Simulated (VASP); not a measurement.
Set up this calculation in VASP 6.6.1, as the native input.

* Task: relaxation of the atoms
* Functional: rev-vdW-DF2
* Potentials or basis: VASP PAW PBE potentials, release 64 (Sn_d, S)
* Cutoff: 520 eV
* k mesh: 10 × 10 × 6
* Occupations: gaussian, width 0.05 eV
* Spin: no spin polarisation
* Further INCAR settings: ALGO = Fast; EDIFF = 1e-06; IBRION = 2; EDIFFG = -0.01; NSW = 60

The structure of SnS2 lies in POSCAR:

```
SnS2
1.0
    3.6390000000      0.0000000000      0.0000000000
   -1.8195000000      3.1514664400      0.0000000000
    0.0000000000      0.0000000000      5.7741120000
Sn S
1 2
Direct
    0.0000000000      0.0000000000      0.0000000000
    0.3333333300      0.6666666700      0.2540650400
    0.6666666700      0.3333333300      0.7459349600
```

The input as run:

INCAR

```
  PREC = Accurate
  ENCUT = 520
  EDIFF = 1E-6
  ISMEAR = 0
  SIGMA = 0.05
  LREAL = False
  LASPH = True
  NELM = 100
  ALGO = Fast
  ISIF = 2
  LWAVE = False
  LCHARG = False
  GGA = MK
  LUSE_VDW = True
  AGGAC = 0.0
  PARAM1 = 0.1234
  PARAM2 = 0.711357
  ZAB_VDW = -1.8867
  IBRION = 2
  NSW = 60
  EDIFFG = -0.01
  KPAR = 2
```

KPOINTS

```
regular mesh
0
Gamma
  10 10 6
```

Potentials or basis: VASP PAW PBE potentials, release 64 (Sn_d, S).

Command:

```bash
$ cat potpaw_PBE.64/Sn_d/POTCAR potpaw_PBE.64/S/POTCAR > POTCAR
$ mpirun -np 2 vasp_std > vasp.out
```

Results of the run:

The energy gained by relaxing is 2.9 meV/atom, the ionic steps are 3 and the pressure after relaxing is 1.9 GPa. The largest force after relaxing is 0.009 eV/Å and the band gap on the k mesh is 1.19 eV, indirect (least direct gap 1.73 eV).

Caveat: the PAW data sets were made with another functional, which shifts forces and pressure a little; spin-orbit coupling is left out, which moves the levels of the heavy elements.

Wall time 110 s on 2 MPI ranks on AMD EPYC 9R45 96-Core Processor (Zen 5) (shared host), peak memory 0.44 GiB a rank.
